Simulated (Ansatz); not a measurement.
Wanted: the native input for an Ansatz 0.2.0 run.

* Task: density of states
* Functional: PBEsol
* Potentials or basis: all-electron PAW datasets made for the crystal
* Cutoff: 360 eV (chosen from the basis error)
* k mesh: 7 × 7 × 6
* Occupations: fermi-dirac, width 0.05 eV
* Spin: no spin polarisation

SnO:

```
Sn O
1.0
     3.81370    0.00000    0.00000
     0.00000    3.81370    0.00000
     0.00000    0.00000    4.88691
Sn O
2 2
Direct
  0.50000 0.00000 0.76463
  0.00000 0.50000 0.23537
  0.00000 0.00000 0.00000
  0.50000 0.50000 0.00000
```

The cell is a database's computed one.

The input as run:

input.yaml

```yaml
crystal:
  lattice:
    - [3.81369522, 0.0, 0.0]
    - [0.0, 3.81369522, 0.0]
    - [0.0, 0.0, 4.8869133]
  atoms:
    - { symbol: Sn, position: [0.5, 0.0, 0.76462614] }
    - { symbol: Sn, position: [0.0, 0.5, 0.23537386] }
    - { symbol: O, position: [0.0, 0.0, 0.0] }
    - { symbol: O, position: [0.5, 0.5, 0.0] }
kpoints:
  mp_grid: { grid: [7, 7, 6] }
scf:
  occupations: { method: fermi_dirac, width: 0.05 }
hamiltonian:
  xc: pbesol
  pseudopotentials: { kind: all_electron, datasets: crystal }
output:
  forces: true
  stress: true
  eigenvalues: true
  dos: { projected: false, de: 0.2, e_range: [-10, 6] }
  elf: true
  volumetric_format: npy
```

Potentials or basis: all-electron PAW datasets made for the crystal.

Run with:

```bash
$ ansatz run input.yaml --threads 2 --pin off --max-ram 8192MiB --backend cpu --events-out ev --progress --plain --runs-dir out
```

It gave:

The pressure is -0.6 GPa, the largest force is 0.071 eV/Å and the band gap on the k mesh is 0.36 eV, indirect (least direct gap 1.99 eV).

Caveat: the program warned that the printed levels may be off, so bands, gaps and densities of states are rough; spin-orbit coupling is left out, which moves the levels of the heavy elements; an odd mesh through Γ misses points on the zone boundary, where band edges often lie; the density of states is complete only up to the lowest level of the last band computed.

Wall time 8.3 s on 2 threads of Arm Neoverse V2, with other jobs on the host, peak memory 0.66 GiB.
